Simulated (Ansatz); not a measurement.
Relaxed bulk MgO:

```cif
data_structure
_symmetry_space_group_name_H-M 'Fm-3m'
_symmetry_Int_Tables_number 225
_cell_length_a 4.2042
_cell_length_b 4.2042
_cell_length_c 4.2042
_cell_angle_alpha 90.000
_cell_angle_beta 90.000
_cell_angle_gamma 90.000
_cell_volume 74.31
loop_
_atom_site_label
_atom_site_type_symbol
_atom_site_symmetry_multiplicity
_atom_site_Wyckoff_symbol
_atom_site_fract_x
_atom_site_fract_y
_atom_site_fract_z
_atom_site_occupancy
Mg1 Mg 4 a 0.00000 0.00000 0.00000 1
O1 O 4 b 0.50000 0.00000 0.00000 1
```

Miller indices refer to the conventional cell of Fm-3m (No. 225), a = 4.204 Å, b = 4.204 Å, c = 4.204 Å, α = 90.00°, β = 90.00°, γ = 90.00°. The bulk's gap is 5.69 eV.

The calculation used Ansatz, DFT r2SCAN, scalar-relativistic, plane waves, PAW. Cutoff 500 eV, Gaussian smearing of 0.05 eV, no spin polarisation. A dipole correction acts along the normal.

A relaxed slab with low-index faces, about a nanometre thick, has these properties:

```
Surface energy (mean of both faces)                : 2.48 J/m²
Gap of the slab on the mesh                        : 2.72 eV
Bulk valence band top under the vacuum level       : 5.58 eV
Bulk conduction band bottom under the vacuum level : -0.10 eV
```

Question: Which low-index plane was cut, and which atoms end it?

Answer: The (110) plane, with MgO in the top plane and MgO in the bottom one as cut, before relaxation. The planes from bottom to top: MgO, MgO, MgO, MgO, MgO, MgO, MgO, MgO.

The gap is read on a mesh, which can miss the band edges, so it can be too wide.